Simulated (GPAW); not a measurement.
# CdTe (F-43m) in GPAW: further runs

The runs below take CdTe through phonons, piezoelectric tensor, band structure, with optB88-vdW, PBEsol+D4, PBE.

Everything below comes from runs of GPAW 26.7.0. Logs are shortened: lines on timing, memory, paths and dates and some standing lists are left out, and cuts for length are marked. The log counts tension as positive stress, the text compression.

**Measured values to compare with.**

From a printed reference work, data compilation, for a bulk crystal of CdTe at 0 K: band gap 1.607 eV.

The runs below are set against these values where they give the same quantity.

**1. The structure**

The structure is cubic, space group F-43m (No. 216). Conventional cell: a = 6.410 Å, b = 6.410 Å, c = 6.410 Å, α = 90.00°, β = 90.00°, γ = 90.00°. Te (site symmetry -43m) has 4 Cd at 2.78 Å as nearest neighbours. Around Cd (site symmetry -43m) lie 4 Te at 2.78 Å.

**2. Phonons, optB88-vdW**

Input file run.py:

```python
import json
import numpy as np
from ase import Atoms
from ase.constraints import FixSymmetry
from ase.io import read, write
from ase.optimize import BFGS
from phonopy import Phonopy
from phonopy.structure.atoms import PhonopyAtoms
from gpaw import GPAW

atoms = read('POSCAR')

calc = GPAW(mode='lcao',
            h=0.18,
            basis='dzp',
            xc={'name': 'optB88-vdW', 'backend': 'libvdwxc'},
            kpts={'size': (7, 7, 7), 'gamma': True},
            occupations={'name': 'fermi-dirac', 'width': 0.05},
            convergence={'density': 1e-06},
            maxiter=80,
            legacy_gpaw=True,
            txt='gpaw.txt')
atoms.calc = calc
atoms.set_constraint(FixSymmetry(atoms))
BFGS(atoms, trajectory='relax.traj', logfile='-').run(fmax=0.005, steps=40)
atoms.set_constraint()
energy = atoms.get_potential_energy()
forces = atoms.get_forces()
calc.write('gs.gpw')
write('result.traj', atoms)
print('Cell:', atoms.cell.cellpar().round(4))
print(atoms.get_scaled_positions().round(5))

def force_constants(scale):
    unit = PhonopyAtoms(symbols=atoms.get_chemical_symbols(), cell=atoms.cell[:] * scale**(1 / 3),
                        scaled_positions=atoms.get_scaled_positions())
    ph = Phonopy(unit, supercell_matrix=np.diag([1, 1, 1]), primitive_matrix=np.eye(3), symprec=1e-4)
    ph.generate_displacements(distance=0.03)
    forces = []
    for i, sc in enumerate(ph.supercells_with_displacements):
        a = Atoms(sc.symbols, cell=sc.cell, scaled_positions=sc.scaled_positions, pbc=True)
        c = GPAW(mode='lcao',
                 h=0.18,
                 basis='dzp',
                 xc={'name': 'optB88-vdW', 'backend': 'libvdwxc'},
                 kpts={'size': (7, 7, 7), 'gamma': True},
                 occupations={'name': 'fermi-dirac', 'width': 0.05},
                 convergence={'density': 1e-06},
                 maxiter=80,
                 legacy_gpaw=True,
                 txt=f'disp-{scale:.3f}-{i:02d}.txt')
        a.calc = c
        f = a.get_forces()
        forces.append(f - f.mean(axis=0))
        print(f'displacement {i}: drift', f.mean(axis=0).round(5), flush=True)
    ph.forces = forces
    ph.produce_force_constants()
    ph.symmetrize_force_constants()
    return ph

qpoints = [[0.0, 0.0, 0.0]]
results = {}
for scale in [1.0]:
    ph = force_constants(scale)
    ph.run_qpoints(qpoints)
    nu = ph.qpoints.frequencies * 33.35641  # THz to cm^-1
    results[f'{scale:.3f}'] = nu.tolist()
    for qp, f in zip(qpoints, nu):
        print(scale, np.round(qp, 4), f.round(2))
json.dump(results, open('phonons.json', 'w'))
```

Input file POSCAR:

```
CdTe
1.0
    0.0000000000      3.2050000000      3.2050000000
    3.2050000000      0.0000000000      3.2050000000
    3.2050000000      3.2050000000      0.0000000000
Te Cd
1 1
Direct
    0.7500000000      0.7500000000      0.7500000000
    0.0000000000      0.0000000000      0.0000000000
```

Potentials or basis: GPAW PAW data sets (gpaw-data 1.2.1), lcao:dzp.

On the command line:

```bash
$ OMP_NUM_THREADS=1 python run.py
```

gpaw.txt:

```text
___ ___ ___ _ _ _
 |   |   |_  | | | |
 | | | | | . | | | |
 |__ |  _|___|_____|  26.7.0
 |___|_|

Input parameters:
  basis: dzp
  convergence: {density: 1e-06}
  h: 0.18
  kpts: {gamma: True,
         size: (7, 7, 7)}
  maxiter: 80
  mode: lcao
  occupations: {name: fermi-dirac,
                width: 0.05}
  xc: {backend: libvdwxc,
       name: optB88-vdW}

System changes: positions, numbers, cell, pbc, initial_charges, initial_magmoms

Initialize ...

species:
  Te:
    name:    Tellurium
    Z:       52.0
    valence: 6
    core:    46
    charge:  0.0  # [|e|]
    compensation charges:
      type: gauss
      rc: 0.36  # [Å]
      lmax: 2
    cutoffs:
      filter: 2.09  # [Å]
      core: 3.17  # [Å]
    projectors
    | kind |    occ | energy [eV] | rcut [Å] |
    |------|--------|-------------|----------|
    |   5s |  2.000 |     -15.089 |    1.180 |
    |   5p |  4.000 |      -5.955 |    1.196 |
    |    s |        |      12.123 |    1.180 |
    |    p |        |      21.256 |    1.196 |
    |    d |        |       0.000 |    1.238 |

    LCAO basis set for Te:
      Name: dzp
      File: <dir>
      Number of radial functions: 5
      Number of spherical harmonics: 13
        l=0, rc=6.2500 Bohr: 5s-sz confined orbital
        l=1, rc=8.0156 Bohr: 5p-sz confined orbital
        l=0, rc=3.5469 Bohr: 5s-dz split-valence wave
        l=1, rc=4.6875 Bohr: 5p-dz split-valence wave
        l=2, rc=8.0156 Bohr: d-type Gaussian polarization
      Number of RI-basis functions 0

  Cd:
    name:    Cadmium
    Z:       48.0
    valence: 12
    core:    36
    charge:  0.0  # [|e|]
    compensation charges:
      type: gauss
      rc: 0.38  # [Å]
      lmax: 2
    cutoffs:
      filter: 2.12  # [Å]
      core: 2.62  # [Å]
    projectors
    | kind |    occ | energy [eV] | rcut [Å] |
    |------|--------|-------------|----------|
    |   5s |  2.000 |      -5.655 |    1.191 |
    |   5p |  0.000 |      -1.186 |    1.228 |
    |   4d | 10.000 |     -11.739 |    1.164 |
    |    s |        |      21.556 |    1.191 |
    |    p |        |      26.026 |    1.228 |
    |    d |        |      15.473 |    1.164 |

    LCAO basis set for Cd:
      Name: dzp
      File: <dir>
      Number of radial functions: 7
      Number of spherical harmonics: 21
        l=0, rc=8.5781 Bohr: 5s-sz confined orbital
        l=1, rc=12.6406 Bohr: 5p-sz confined orbital
        l=2, rc=4.9062 Bohr: 4d-sz confined orbital
        l=0, rc=5.0625 Bohr: 5s-dz split-valence wave
        l=1, rc=7.7188 Bohr: 5p-dz split-valence wave
        l=2, rc=2.9844 Bohr: 4d-dz split-valence wave
        l=1, rc=8.5781 Bohr: p-type Gaussian polarization
      Number of RI-basis functions 0

Reference energy: -336963.801770  # eV

Spin-paired calculation

Convergence criteria:
 Maximum [total energy] change in last 3 cyles: 0.0005 eV / valence electron
 Maximum integral of absolute [dens]ity change: 1e-06 electrons / valence electron
 Maximum integral of absolute [eigenst]ate change: 4e-08 eV^2 / valence electron
 Maximum number of scf [iter]ations: 80
 (Square brackets indicate name in SCF output, whereas a 'c' in
 the SCF output indicates the quantity has converged.)

Symmetries present (total): 24

  ( 1  0  0)  ( 1  0  0)  ( 1  0 -1)  ( 1  0 -1)  ( 1 -1  0)  ( 1 -1  0)
  ( 0  1  0)  ( 0  0  1)  ( 0  1 -1)  ( 0  0 -1)  ( 0 -1  1)  ( 0 -1  0)
  ( 0  0  1)  ( 0  1  0)  ( 0  0 -1)  ( 0  1 -1)  ( 0 -1  0)  ( 0 -1  1)

  ( 0  1  0)  ( 0  1  0)  ( 0  1 -1)  ( 0  1 -1)  ( 0  0  1)  ( 0  0  1)
  ( 1  0  0)  ( 0  0  1)  ( 1  0 -1)  ( 0  0 -1)  ( 1  0  0)  ( 0  1  0)
  ( 0  0  1)  ( 1  0  0)  ( 0  0 -1)  ( 1  0 -1)  ( 0  1  0)  ( 1  0  0)

  ( 0  0 -1)  ( 0  0 -1)  ( 0 -1  1)  ( 0 -1  1)  ( 0 -1  0)  ( 0 -1  0)
  ( 1  0 -1)  ( 0  1 -1)  ( 1 -1  0)  ( 0 -1  0)  ( 1 -1  0)  ( 0 -1  1)
  ( 0  1 -1)  ( 1  0 -1)  ( 0 -1  0)  ( 1 -1  0)  ( 0 -1  1)  ( 1 -1  0)

  (-1  1  0)  (-1  1  0)  (-1  0  1)  (-1  0  1)  (-1  0  0)  (-1  0  0)
  (-1  0  1)  (-1  0  0)  (-1  1  0)  (-1  0  0)  (-1  1  0)  (-1  0  1)
  (-1  0  0)  (-1  0  1)  (-1  0  0)  (-1  1  0)  (-1  0  1)  (-1  1  0)

343 k-points: 7 x 7 x 7 Monkhorst-Pack grid
20 k-points in the irreducible part of the Brillouin zone
       k-points in crystal coordinates                weights
   0:     0.00000000    0.00000000    0.00000000          1/343
   1:     0.14285714    0.14285714    0.00000000          6/343
   2:     0.14285714    0.14285714    0.14285714          8/343
   3:     0.28571429    0.14285714    0.14285714         12/343
   4:     0.28571429    0.28571429    0.00000000          6/343
   5:     0.28571429    0.28571429    0.14285714         24/343
   6:     0.28571429    0.28571429    0.28571429          8/343
   7:     0.42857143   -0.28571429   -0.28571429         12/343
   8:     0.42857143    0.28571429   -0.42857143         48/343
   9:     0.42857143    0.28571429   -0.28571429         24/343
          ...
  19:     0.42857143    0.42857143    0.42857143          8/343

Wave functions: LCAO
  Diagonalizer: Serial LAPACK
  Atomic Correction: dense with blas
  Data-type: complex

Occupation numbers: Fermi-Dirac:
  width: 0.0500  # eV

Eigensolver
   LCAO using direct dense diagonalizer

Densities:
  Coarse grid: 20*20*20 grid
  Fine grid: 40*40*40 grid
  Total Charge: 0.000000

Density mixing:
  Method: separate
  Backend: msr1
  Linear mixing parameter: 0.05
  old densities: 10
  Width of damping distribution: 1.1
  Damping of long wavelength oscillations: 20

Hamiltonian:
  XC and Coulomb potentials evaluated on a 40*40*40 grid
  Using the optB88 Exchange-Correlation functional
  Interpolation: tri-quintic (5. degree polynomial)
  Poisson solver: FastPoissonSolver using
    Stencil: 12*3+1=37 point O(h^6) finite-difference Laplacian
    FFT axes: [np.int64(0), np.int64(1), np.int64(2)]
    FST axes: []

XC parameters: optB88 with libvdwxc
  Mode: serial
  Semilocal: GGA_X_OPTB88_VDW+LDA_C_PW with 2 nearest neighbor stencil
  Corresponding non-local functional: vdW-DF
  Local blocksize: 40 x 40 x 40
  PAW datasets: PBE

Number of atoms: 2
Number of atomic orbitals: 34
Number of bands in calculation: 13
Number of valence electrons: 18
Bands to converge: occupied

... initialized

Initializing position-dependent things.

Density initialized from atomic densities

                      Te

       Cd

Atomic positions and initial magnetic moments

Positions:
   0 Te     4.807500    4.807500    4.807500    ( 0.0000,  0.0000,  0.0000)
   1 Cd     0.000000    0.000000    0.000000    ( 0.0000,  0.0000,  0.0000)

Unit cell:
           periodic     x           y           z      points  spacing
  1. axis:    yes    0.000000    3.205000    3.205000    20     0.1850
  2. axis:    yes    3.205000    0.000000    3.205000    20     0.1850
  3. axis:    yes    3.205000    3.205000    0.000000    20     0.1850

  Lengths:   4.532554   4.532554   4.532554
  Angles:   60.000000  60.000000  60.000000

Effective grid spacing dv^(1/3) = 0.2019

iter:   1   -73.377051        c
iter:   2   -73.353633        c -1.39
iter:   3   -73.259573        c -1.41
iter:   4   -73.258722        c -2.18
iter:   5   -73.258575c       c -2.99
iter:   6   -73.258556c       c -3.26
iter:   7   -73.258555c       c -3.87
iter:   8   -73.258555c       c -5.09
iter:   9   -73.258555c       c -5.53
iter:  10   -73.258555c       c -6.79c

Converged after 10 iterations.

Dipole moment: (3.398010, 3.398010, 3.398010) |e|*Ang

Energy contributions relative to reference atoms: (reference = -336963.801770)

Kinetic:        +30.674432
Potential:      -26.907107
External:        +0.000000
XC:             -77.153858
Entropy (-ST):   -0.000002
Local:           +0.127979
SIC:             +0.000000
--------------------------
Free energy:    -73.258556
Extrapolated:   -73.258555

Non-local optB88 correlation energy: 1.953751
Semilocal GGA_X_OPTB88_VDW+LDA_C_PW energy: -153.643408
(Not including atomic contributions)
Showing only first 2 kpts
 Kpt  Band  Eigenvalues  Occupancy
  0     7      3.98755    1.99977
  0     8      3.98803    1.99977
  0     9      4.83184    0.00080
  0    10      8.80506    0.00000

  1     7      3.48863    2.00000
  1     8      3.48884    2.00000
  1     9      6.34679    0.00000
  1    10      7.99863    0.00000

Fermi level: 4.44094

Gap: 0.844 eV
Transition (v -> c):
  (s=0, k=0, n=8, [0.00, 0.00, 0.00]) -> (s=0, k=0, n=9, [0.00, 0.00, 0.00])
No difference between direct/indirect transitions

Forces in eV/Ang:
  0 Te    0.00000    0.00000    0.00000
  1 Cd    0.00000    0.00000    0.00000

Writing to gs.gpw (mode='')
```

It took 11 min on 1 thread of Intel Xeon at 2.80GHz (Skylake/Cascade Lake), shared host; peak memory 0.32 GiB.

What came out:

| Property | Result |
| --- | --- |
| Free energy | -73.2586 eV |
| Band gap on the k mesh | 0.84 eV, direct |
| Highest phonon frequency at Γ, LO-TO splitting left out | 169 cm⁻¹ |

Final structure:
```
Te Cd
1.0
     0.00000    3.20500    3.20500
     3.20500    0.00000    3.20500
     3.20500    3.20500    0.00000
Te Cd
1 1
Direct
  0.75000 0.75000 0.75000
  0.00000 0.00000 0.00000
```

Phonon frequencies in cm⁻¹ (negative: imaginary):
| q point | frequencies |
| --- | --- |
| (0.000, 0.000, 0.000) | 0 0 0 169 169 169 |

Caveat: the LO-TO splitting is left out; spin-orbit coupling is left out, which moves the levels of the heavy elements; the basis of atomic orbitals isn't converged, which shifts pressures, moduli and gaps.

(Continued in part 2 of 2.)
